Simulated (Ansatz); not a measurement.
# HfSiO4 (monoclinic HfO2 sites, P2_1) by several functionals

All numbers come from Ansatz 0.2.0. These are computed values for a non-magnetic cell that may be hypothetical; none is a measurement.

The cell is a 12-atom cell of HfSiO4 built on monoclinic HfO2 (relaxed group P2_1); cell and atoms were relaxed with r2SCAN. The symmetry is P2_1 (No. 4, monoclinic); a = 4.993 Å, b = 4.772 Å, c = 5.033 Å, β = 97.7° in the conventional setting, 9.90 Å³ an atom. Hf has 7 O at 2.06–2.23 Å; Si has 5 O at 1.70–1.79 Å; O has 1 Si at 1.75 Å and 2 Hf at 2.06–2.11 Å; O has 1 Si at 1.70 Å and 2 Hf at 2.18–2.23 Å; O has 2 Si at 1.71–1.79 Å and 1 Hf at 2.23 Å; O has 1 Si at 1.77 Å and 2 Hf at 2.07–2.11 Å.

```yaml
crystal:
  lattice:
    - [5.03214, 0.00000, 0.09648]
    - [0.00000, 4.77231, 0.00000]
    - [-0.76676, 0.00000, 4.93401]
  atoms:
    - { symbol: Hf, position: [0.28878, 0.48177, 0.47301] }
    - { symbol: Hf, position: [0.71122, 0.98177, 0.52699] }
    - { symbol: Si, position: [0.80062, 0.46587, 0.05924] }
    - { symbol: Si, position: [0.19938, 0.96587, 0.94076] }
    - { symbol: O, position: [0.40876, 0.80863, 0.73139] }
    - { symbol: O, position: [0.59124, 0.30863, 0.26861] }
    - { symbol: O, position: [0.61396, 0.32500, 0.78368] }
    - { symbol: O, position: [0.38604, 0.82500, 0.21632] }
    - { symbol: O, position: [0.07109, 0.24862, 0.12210] }
    - { symbol: O, position: [0.92891, 0.74862, 0.87790] }
    - { symbol: O, position: [0.91231, 0.67011, 0.34798] }
    - { symbol: O, position: [0.08769, 0.17011, 0.65202] }
```

On this one geometry the levels give:
```tsv
level	k mesh	gap (eV)	kind	edges	least direct gap (eV)
PBE	6×6×6	2.80	direct	B	2.80
PBE+SOC	6×6×6	2.80	direct	B	2.80
r2SCAN	6×6×6	3.33	direct	B	3.33
HSE06	4×4×4	4.47	direct	B	4.47
PBE0	4×4×4	5.24	direct	B	5.24
```
PBE: smearing of 0.02 eV; the others have fixed occupations.
Wave cutoffs: 420 eV, 500 eV (r2SCAN).

The HSE06 gap is direct at B: 4.47 eV. Spin-orbit coupling changes the PBE gap by 0.00 eV, to 2.80 eV.

r2SCAN covers 32 % of the step from PBE to HSE06. Spin-orbit coupling moves the least or the direct gap by up to 0.01 eV, so it can be left out where a tenth of an eV counts. All these functionals give a gap of the same kind, direct.

r2SCAN (ground state on 4×4×4): The electronic dielectric tensor ε∞ is a tensor with principal values 3.97, 4.22, 4.22. Born charges, averaged over directions: Hf +5.06, Si +4.12, O -2.37 to -2.18 e. The program notes that the ground state's band table doesn't vouch for all the bands that the response reads.

Only the levels marked +SOC include spin-orbit coupling.

The meshes of the hybrids are coarse, so their gaps aren't converged to the digits shown.
